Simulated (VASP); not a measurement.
Set up this calculation in VASP 6.6.1, as the native input.

```yaml
Task: relaxation of cell and atoms
Functional: PBE
Potentials_or_basis: VASP PAW PBE potentials, release 64 (Si, N)
Cutoff: 600 eV
k_mesh: 3 × 3 × 8
Occupations: gaussian, width 0.05 eV
Spin: no spin polarisation
Further_INCAR_settings: ALGO = Normal; EDIFF = 1e-07; IBRION = 2; EDIFFG = -0.01; NSW = 40; ISIF = 3
```

The structure of Si3N4 lies in POSCAR:

```
Si3N4
1.0
    7.6000000000      0.0000000000      0.0000000000
   -3.8000000000      6.5817930688      0.0000000000
    0.0000000000      0.0000000000      2.9100000000
Si N
6 8
Direct
    0.1733000000      0.7694000000      0.2500000000
    0.2306000000      0.4039000000      0.2500000000
    0.5961000000      0.8267000000      0.2500000000
    0.8267000000      0.2306000000      0.7500000000
    0.7694000000      0.5961000000      0.7500000000
    0.4039000000      0.1733000000      0.7500000000
    0.3333333333      0.6666666667      0.2500000000
    0.6666666667      0.3333333333      0.7500000000
    0.3299000000      0.0323000000      0.2500000000
    0.9677000000      0.2976000000      0.2500000000
    0.7024000000      0.6701000000      0.2500000000
    0.6701000000      0.9677000000      0.7500000000
    0.0323000000      0.7024000000      0.7500000000
    0.2976000000      0.3299000000      0.7500000000
```

The cell was built by a generator and isn't the measured one.

One way to write it, as run:

INCAR

```
SYSTEM = Si3N4
PREC     = Accurate       ! precision mode
ENCUT    = 600            ! plane-wave cutoff, eV
EDIFF    = 1E-7           ! SCF threshold, eV
ISMEAR   = 0              ! smearing method
SIGMA    = 0.05           ! smearing width, eV
LREAL    = .False.        ! projectors in reciprocal space
LASPH    = .True.         ! aspherical terms in the spheres
NELM     = 100            ! most SCF steps
ALGO     = Normal         ! electronic algorithm
ISIF     = 3              ! what is computed and relaxed
LWAVE    = .False.        ! write WAVECAR
LCHARG   = .False.        ! write CHGCAR
GGA      = PE             ! functional
IBRION   = 2              ! ionic algorithm
NSW      = 40             ! ionic steps
EDIFFG   = -0.01          ! ionic threshold
```

KPOINTS

```
Automatic mesh
0
Gamma
  3 3 8
  0 0 0
```

Potentials or basis: VASP PAW PBE potentials, release 64 (Si, N).

Run with:

```sh
$ cat potpaw_PBE.64/Si/POTCAR potpaw_PBE.64/N/POTCAR > POTCAR
$ mpirun -np 1 vasp_std > vasp.out
```

It gave:

| Property | Result |
| --- | --- |
| Relaxed volume | 10.62 Å³/atom |
| Relaxed cell | a = 7.660 Å, b = 7.660 Å, c = 2.925 Å, α = 90.00°, β = 90.00°, γ = 120.00° |
| Space group after relaxing (to 0.05 Å) | P6_3/m (No. 176) |
| Energy gained by relaxing | 6.5 meV/atom |
| Ionic steps | 12 |
| Pressure after relaxing | 0.0 GPa |
| Largest force after relaxing | 0.008 eV/Å |
| Band gap on the k mesh | 4.27 eV, indirect (least direct gap 4.45 eV) |

Caveat: an odd mesh through Γ misses points on the zone boundary, where band edges often lie.

Wall time 21 min on 1 thread of Intel(R) Xeon(R) Platinum 8375C CPU @ 2.90GHz (Ice Lake), with other jobs on the host, peak memory 0.34 GiB.
